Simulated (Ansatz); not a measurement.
## Two-dimensional strain map in In

Computed with DFT PBE, scalar-relativistic, plane waves, PAW in Ansatz 0.2.0. Cutoff 420 eV, Γ-centred 20×20×20 k-points, Gaussian smearing of 0.15 eV. No spin polarisation. Energies are free energies at this smearing, counted from the undisturbed cell; pressure is positive in compression.

The undisturbed cell (as given, not relaxed at this level; it stands at 2.0 GPa):

```
In
1.0
    -1.62615    1.62615    2.47395
     1.62615   -1.62615    2.47395
     1.62615    1.62615   -2.47395
In
1
Direct
  0.00000 0.00000 0.00000
```

The cell is strained by p along both x and y and by q along z, fractional coordinates fixed. Points are written (p, q).

p was sampled at -0.080, -0.040, 0.000, 0.040, 0.080 and q at -0.080, -0.040, 0.000, 0.040, 0.080.

Q: Where on the computed points is the energy highest, and how high?

A: At (-0.080, -0.080): 367.0 meV/atom.

Q: Away from (0, 0), which computed point is lowest?

A: (0.040, -0.040): -7.7 meV/atom.

The map, in meV/atom:

| p \ q | -0.080 | -0.040 | 0.000 | 0.040 | 0.080 |
| --- | --- | --- | --- | --- | --- |
| -0.080 | 367.0 | 257.4 | 177.8 | 123.2 | 88.5 |
| -0.040 | 167.4 | 100.6 | 53.4 | 24.3 | 11.7 |
| 0.000 | 52.9 | 19.1 | 0.0 | -6.5 | -3.0 |
| 0.040 | 2.0 | -7.7 | -6.0 | 4.9 | 23.0 |
| 0.080 | -5.7 | 3.4 | 22.0 | 45.9 | 74.9 |